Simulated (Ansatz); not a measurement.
**HfN under changes of volume**

One of the cells (11.273 Å³/atom); the others are scaled copies at fixed shape and fractional positions:

```
Hf N
1.0
     2.82503    0.00000    0.00000
     0.00000    2.82503    0.00000
     0.00000    0.00000    2.82503
Hf N
1 1
Direct
  0.50000 0.50000 0.50000
  0.00000 0.00000 0.00000
```

The cell was built by a generator and needn't be a form met in nature.

```yaml
Program: Ansatz 0.2.0
Functional: PBE0
Potentials_or_basis: Ansatz PAW
Cutoff: "420 eV (not typed: the program's choice for these potentials)"
k_mesh: 5 × 5 × 5
Occupations: fermi-dirac, width 0.05 eV
Spin: no spin polarisation
```

```csv
volume (Å³/atom),energy over the lowest point (meV/atom),pressure (GPa)
10.597,10.80,9.8
10.822,1.38,3.7
11.048,0.00,-1.8
11.273,6.08,-6.7
11.498,18.78,-11.2
11.724,37.32,-15.2
11.949,?,?
```

Question: What does the run at 11.949 Å³/atom give?

Answer: Energy over the lowest point 61.33 meV/atom; pressure -18.8 GPa.

Worked out: A Birch-Murnaghan fit of order 3 (a polynomial in V^(-2/3)) to the other rows has its minimum at 10.97 Å³/atom with B0 = V·E''(V) = 264 GPa and B' = 4.4. It gives 61.14 meV/atom at 11.949 Å³/atom, against the run's 61.33, and -dE/dV = -18.7 GPa, against -18.8.

Energies are extrapolated to zero smearing.

Caveats: all runs use coarse meshes; the PAW data sets come from PBE, with cores solved anew for the run's functional, which leaves a small shift of forces and pressure; the thresholds are loose for stress.
